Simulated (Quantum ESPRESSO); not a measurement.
# NaI (Fm-3m) in Quantum ESPRESSO: further runs, part 3 of 4

Quantum ESPRESSO 7.5.

### Step 5. Phonons, PW91

pw.in reads:

```
&CONTROL
  calculation = 'scf'
  prefix = 'pwscf'
  outdir = './tmp'
  pseudo_dir = './pseudo'
  tprnfor = .true.
  tstress = .true.
  disk_io = 'low'
/
&SYSTEM
  ibrav = 0
  nat = 2
  ntyp = 2
  ecutwfc = 88
  nbnd = 14
  input_dft = 'pw91'
  occupations = 'smearing'
  smearing = 'fd'
  degauss = 0.00367493
/
&ELECTRONS
  conv_thr = 4d-10
  electron_maxstep = 120
  mixing_beta = 0.5
/
ATOMIC_SPECIES
I    126.9045 I.upf
Na    22.9898 Na.upf
CELL_PARAMETERS bohr
   0.0000000000    6.1159096297    6.1159096297
   6.1159096297    0.0000000000    6.1159096297
   6.1159096297    6.1159096297    0.0000000000
ATOMIC_POSITIONS bohr
I      6.1159096297    6.1159096297    6.1159096297
Na     0.0000000000    0.0000000000    0.0000000000
K_POINTS automatic
4 4 4 1 1 1
```

relax.in reads:

```
&CONTROL
  calculation = 'vc-relax'
  prefix = 'pwscf'
  outdir = './tmp'
  pseudo_dir = './pseudo'
  tprnfor = .true.
  tstress = .true.
  disk_io = 'low'
  nstep = 40
  forc_conv_thr = 0.0001
  etot_conv_thr = 1d-06
/
&SYSTEM
  ibrav = 0
  nat = 2
  ntyp = 2
  ecutwfc = 88
  nbnd = 14
  input_dft = 'pw91'
  occupations = 'smearing'
  smearing = 'fd'
  degauss = 0.00367493
/
&ELECTRONS
  conv_thr = 4d-10
  electron_maxstep = 120
  mixing_beta = 0.5
/
&IONS
  ion_dynamics = 'bfgs'
/
&CELL
  cell_dynamics = 'bfgs'
  press = 0
  press_conv_thr = 0.2
/
ATOMIC_SPECIES
I    126.9045 I.upf
Na    22.9898 Na.upf
CELL_PARAMETERS bohr
   0.0000000000    6.1159096297    6.1159096297
   6.1159096297    0.0000000000    6.1159096297
   6.1159096297    6.1159096297    0.0000000000
ATOMIC_POSITIONS bohr
I      6.1159096297    6.1159096297    6.1159096297
Na     0.0000000000    0.0000000000    0.0000000000
K_POINTS automatic
4 4 4 1 1 1
```

scf2.in reads:

```
&CONTROL
  calculation = 'scf'
  prefix = 'pwscf'
  outdir = './tmp'
  pseudo_dir = './pseudo'
  tprnfor = .true.
  tstress = .true.
  disk_io = 'low'
/
&SYSTEM
  ibrav = 0
  nat = 2
  ntyp = 2
  ecutwfc = 88
  nbnd = 14
  input_dft = 'pw91'
  occupations = 'fixed'
/
&ELECTRONS
  conv_thr = 1d-13
  electron_maxstep = 120
  mixing_beta = 0.5
  startingpot = 'file'
  startingwfc = 'file'
/
ATOMIC_SPECIES
I    126.9045 I.upf
Na    22.9898 Na.upf
CELL_PARAMETERS bohr
   0.0000000000    6.1688276778    6.1688276778
   6.1688276778    0.0000000000    6.1688276778
   6.1688276778    6.1688276778    0.0000000000
ATOMIC_POSITIONS bohr
I      6.1688276778    6.1688276778    6.1688276778
Na     0.0000000000    0.0000000000    0.0000000000
K_POINTS automatic
4 4 4 1 1 1
```

ph.in reads:

```
phonons of NaI
&INPUTPH
  prefix = 'pwscf'
  outdir = './tmp'
  tr2_ph = 1d-18
  fildyn = 'dyn'
  niter_ph = 90
  alpha_mix(1) = 0.7
  epsil = .true.
/
0.0000000000 0.0000000000 0.0000000000
```

dynmat.in reads:

```
&INPUT
  fildyn = 'dyn'
  asr = 'crystal'
  lperm = .true.
  filout = 'dynmat.disp'
  fileig = 'dynmat.eig'
/
```

dynmat_lo.in reads:

```
&INPUT
  fildyn = 'dyn'
  asr = 'crystal'
  filout = 'dynmat_lo.disp'
  fileig = 'dynmat_lo.eig'
  q(1) = 0
  q(2) = 0
  q(3) = 1
/
```

Potentials or basis: PseudoDojo 0.4.1 SR PBE standard.

Run with:

```sh
$ OMP_NUM_THREADS=1 mpirun -n 4 pw.x -nk 2 -in pw.in > pw.out
$ OMP_NUM_THREADS=1 mpirun -n 4 pw.x -nk 2 -in relax.in > relax.out
$ OMP_NUM_THREADS=1 mpirun -n 4 pw.x -nk 2 -in scf2.in > scf2.out
$ OMP_NUM_THREADS=1 mpirun -n 4 ph.x -nk 2 -in ph.in > ph.out
$ OMP_NUM_THREADS=1 mpirun -n 1 dynmat.x -in dynmat.in > dynmat.out
$ OMP_NUM_THREADS=1 mpirun -n 1 dynmat.x -in dynmat_lo.in > dynmat_lo.out
```

pw.out:

```text
This program is part of the open-source Quantum ESPRESSO suite
     for quantum simulation of materials; please cite
         "P. Giannozzi et al., J. Phys.:Condens. Matter 21 395502 (2009);
         "P. Giannozzi et al., J. Phys.:Condens. Matter 29 465901 (2017);
         "P. Giannozzi et al., J. Chem. Phys. 152 154105 (2020);
     in publications or presentations arising from this work. More details at

     IMPORTANT: XC functional enforced from input :
     Exchange-correlation= PW91
                           (   1   4   2   2   0   0   0)
     Any further DFT definition will be discarded
     Please, verify this is what you really want

     Message from routine setup:
     using ibrav=0 with symmetry is DISCOURAGED, use correct ibrav instead

     K-points division:     npool     =       2
     Subspace diagonalization in iterative solution of the eigenvalue problem:
     a serial algorithm will be used

     --------------------
     sticks:   dense  smooth     PW     G-vecs:    dense   smooth      PW
     Min         906     906    255                25554    25554    3898
     Max         907     907    256                25555    25555    3901
     Sum        1813    1813    511                51109    51109    7799

     Using Slab Decomposition

     bravais-lattice index     =            0
     lattice parameter (alat)  =       8.6492  a.u.
     unit-cell volume          =     457.5233 (a.u.)^3
     number of atoms/cell      =            2
     number of atomic types    =            2
     number of electrons       =        16.00
     number of Kohn-Sham states=           14
     kinetic-energy cutoff     =      88.0000  Ry
     charge density cutoff     =     352.0000  Ry
     scf convergence threshold =      4.0E-10
     mixing beta               =       0.5000
     number of iterations used =            8  plain     mixing
     Exchange-correlation= PW91
                           (   1   4   2   2   0   0   0)

     celldm(1)=   8.649202  celldm(2)=   0.000000  celldm(3)=   0.000000
     celldm(4)=   0.000000  celldm(5)=   0.000000  celldm(6)=   0.000000

     crystal axes: (cart. coord. in units of alat)
               a(1) = (   0.000000   0.707107   0.707107 )
               a(2) = (   0.707107   0.000000   0.707107 )
               a(3) = (   0.707107   0.707107   0.000000 )

     reciprocal axes: (cart. coord. in units 2 pi/alat)
               b(1) = ( -0.707107  0.707107  0.707107 )
               b(2) = (  0.707107 -0.707107  0.707107 )
               b(3) = (  0.707107  0.707107 -0.707107 )
[... 39 lines left out ...]
        k(    3) = (  -0.2651650  -0.2651650   0.4419417), wk =   0.1875000
        k(    4) = (  -0.0883883  -0.0883883   0.2651650), wk =   0.1875000
        k(    5) = (   0.4419417   0.0883883   0.0883883), wk =   0.1875000
        k(    6) = (  -0.0883883  -0.4419417   0.6187184), wk =   0.3750000
        k(    7) = (   0.0883883  -0.2651650   0.4419417), wk =   0.3750000
        k(    8) = (  -0.6187184   0.0883883   0.0883883), wk =   0.1875000
        k(    9) = (   0.2651650   0.2651650   0.2651650), wk =   0.0625000
        k(   10) = (  -0.2651650  -0.2651650   0.7954951), wk =   0.1875000

     Dense  grid:    51109 G-vectors     FFT dimensions: (  54,  54,  54)

     Initial potential from superposition of free atoms

     starting charge      15.9937, renormalised to      16.0000
     Starting wfcs are    9 randomized atomic wfcs +    5 random wfcs

     Self-consistent Calculation

     iteration #  1     ecut=    88.00 Ry     beta= 0.50
     Davidson diagonalization with overlap
     ethr =  1.00E-02,  avg # of iterations =  7.6

     Threshold (ethr) on eigenvalues was too large:
     Diagonalizing with lowered threshold

     Davidson diagonalization with overlap
     ethr =  1.18E-04,  avg # of iterations =  3.1

     total energy              =    -117.58211636 Ry
     estimated scf accuracy    <       0.01856675 Ry
[... 50 lines left out ...]
     iteration #  9     ecut=    88.00 Ry     beta= 0.50
     Davidson diagonalization with overlap
     ethr =  3.91E-12,  avg # of iterations =  2.0

     End of self-consistent calculation

          k = 0.0884 0.0884 0.0884 (  6360 PWs)   bands (ev):

   -48.8071 -20.7499 -20.7492 -20.7492  -9.2090   1.3093   1.7253   1.7253
     5.9320   9.3570   9.8757   9.8757  11.1523  11.1523

          k = 0.2652 0.2652-0.0884 (  6376 PWs)   bands (ev):

   -48.8070 -20.7524 -20.7500 -20.7493  -9.0362   0.2386   1.2831   1.6070
     7.2434   9.1868   9.2297   9.7515  11.0307  12.8994

          k =-0.2652-0.2652 0.4419 (  6375 PWs)   bands (ev):
[... 16 lines left out ...]
   -48.8070 -20.7526 -20.7515 -20.7505  -8.8678   0.1046   0.5626   1.0534
     7.3884   8.5918   9.6064  10.6469  12.5457  13.8702

          k = 0.0884-0.2652 0.4419 (  6378 PWs)   bands (ev):

   -48.8070 -20.7530 -20.7507 -20.7498  -8.9354   0.0000   0.9345   1.3509
     7.8031   8.3777   9.1894  10.2942  12.0361  13.9418

          k =-0.6187 0.0884 0.0884 (  6377 PWs)   bands (ev):

   -48.8070 -20.7529 -20.7510 -20.7506  -8.8738  -0.0442   0.8678   1.0855
     6.6126   7.6785  10.8467  11.8400  12.7102  14.4000

          k = 0.2652 0.2652 0.2652 (  6381 PWs)   bands (ev):
[... 6 lines left out ...]
   -48.8070 -20.7531 -20.7513 -20.7499  -8.8923  -0.0266   0.6371   1.3316
     7.5791   8.6648   9.9525  10.1554  12.2193  12.5967

     the Fermi energy is     2.8612 ev

!    total energy              =    -117.58483480 Ry
     estimated scf accuracy    <          3.1E-11 Ry
     smearing contrib. (-TS)   =      -0.00000000 Ry
     internal energy E=F+TS    =    -117.58483480 Ry

     The total energy is F=E-TS. E is the sum of the following terms:
     one-electron contribution =     -78.65643340 Ry
     hartree contribution      =      42.89716186 Ry
     xc contribution           =     -21.87222373 Ry
     ewald contribution        =     -59.95333953 Ry

     convergence has been achieved in   9 iterations

     Forces acting on atoms (cartesian axes, Ry/au):

     atom    1 type  1   force =    -0.00000000   -0.00000000    0.00000000
     atom    2 type  2   force =     0.00000000    0.00000000    0.00000000

     Total force =     0.000000     Total SCF correction =     0.000000

     Computing stress (Cartesian axis) and pressure

          total   stress  (Ry/bohr**3)                   (kbar)     P=        4.19
   0.00002851   0.00000000   0.00000000            4.19        0.00        0.00
   0.00000000   0.00002851   0.00000000            0.00        4.19        0.00
   0.00000000   0.00000000   0.00002851            0.00        0.00        4.19

=------------------------------------------------------------------------------=
   JOB DONE.
=------------------------------------------------------------------------------=
```

relax.out:

```text
This program is part of the open-source Quantum ESPRESSO suite
     for quantum simulation of materials; please cite
         "P. Giannozzi et al., J. Phys.:Condens. Matter 21 395502 (2009);
         "P. Giannozzi et al., J. Phys.:Condens. Matter 29 465901 (2017);
         "P. Giannozzi et al., J. Chem. Phys. 152 154105 (2020);
[... 1574 lines left out ...]
   0.00000000   0.00000003   0.00000000            0.00        0.00        0.00
  -0.00000000   0.00000000   0.00000003           -0.00        0.00        0.00

=------------------------------------------------------------------------------=
   JOB DONE.
=------------------------------------------------------------------------------=
```

Run time: 1.7 min. Hardware: 4 MPI ranks of AMD EPYC 7R32 (Zen 2), shared host; peak memory 0.4 GiB.

Results:

| Quantity | Value |
| --- | --- |
| Free energy | -1599.8255 eV |
| Relaxed volume | 34.79 Å³/atom |
| Relaxed cell | a = 4.617 Å, b = 4.617 Å, c = 4.617 Å, α = 60.00°, β = 60.00°, γ = 60.00° |
| Space group after relaxing (to 0.05 Å) | Fm-3m (No. 225) |
| Pressure after relaxing | 0.0 GPa |
| Electronic dielectric tensor (diagonal) | 3.33 |
| Born charges (mean of the diagonal) | I -1.21; Na +1.21 e |
| Highest phonon frequency at Γ, LO-TO splitting left out | 267 cm⁻¹ |
| Static dielectric tensor (diagonal) | 5.17 |

Step by step:
```csv
step,energy change (eV),largest force (eV/Å),pressure (GPa),volume (Å³)
1,0.0000,0.0000,0.42,67.80
2,-0.0004,0.0000,0.38,67.94
3,-0.0007,0.0000,0.34,68.10
4,-0.0012,0.0000,0.28,68.34
5,-0.0017,0.0000,0.20,68.70
6,-0.0022,0.0000,0.07,69.25
7,-0.0023,0.0000,0.00,69.57
8,-0.0023,0.0000,0.00,69.57
```

Final structure:
```
I Na
1.0
     0.00000    3.26440    3.26440
     3.26440    0.00000    3.26440
     3.26440    3.26440    0.00000
I Na
1 1
Cartesian
  3.2644 3.2644 3.2644
  0.0000 0.0000 0.0000
```

Levels at points of the mesh, in eV from the valence-band top:
| k point | band 5 | band 6 | band 7 | band 8 | band 9 | band 10 | band 11 | band 12 |
| --- | --- | --- | --- | --- | --- | --- | --- | --- |
| (0.12, 0.12, 0.12) | -10.88 | -0.40 | 0.00 | 0.00 | 4.13 | 7.62 | 8.14 | 8.14 |

Phonon frequencies in cm⁻¹ (negative: imaginary):
| q point | frequencies |
| --- | --- |
| (0.000, 0.000, 0.000) | 38 38 38 267 267 267 |

Electronic dielectric tensor:
```
3.33 0.00 0.00
0.00 3.33 0.00
0.00 0.00 3.33
```

Born effective charge tensors (e):
atom 1, I
```
-1.21  0.00  0.00
 0.00 -1.21  0.00
 0.00  0.00 -1.21
```
atom 2, Na
```
1.21 0.00 0.00
0.00 1.21 0.00
0.00 0.00 1.21
```

Optical modes at Γ, degenerate ones joined, polar ones without the macroscopic field:
```csv
cm⁻¹,components,symmetry,active in,"IR intensity, summed ((D/Å)²/amu)"
170,3,T1u,IR,5.21
```

Zone-centre frequencies without and with the macroscopic field along z (cm⁻¹):
```csv
,optical modes in rising order
without,170 170 170
with the field,170 170 212
```

Static dielectric tensor, electrons and zone-centre modes:
```
5.17 0.00 0.00
0.00 5.17 0.00
0.00 0.00 5.17
```

Caveat: the potentials were made for another functional, which shifts forces and pressure; before the sum rule the acoustic modes lie tens of cm⁻¹ from zero, a sign that the density grid also shifts the optical modes.

(Continued in part 4 of 4.)
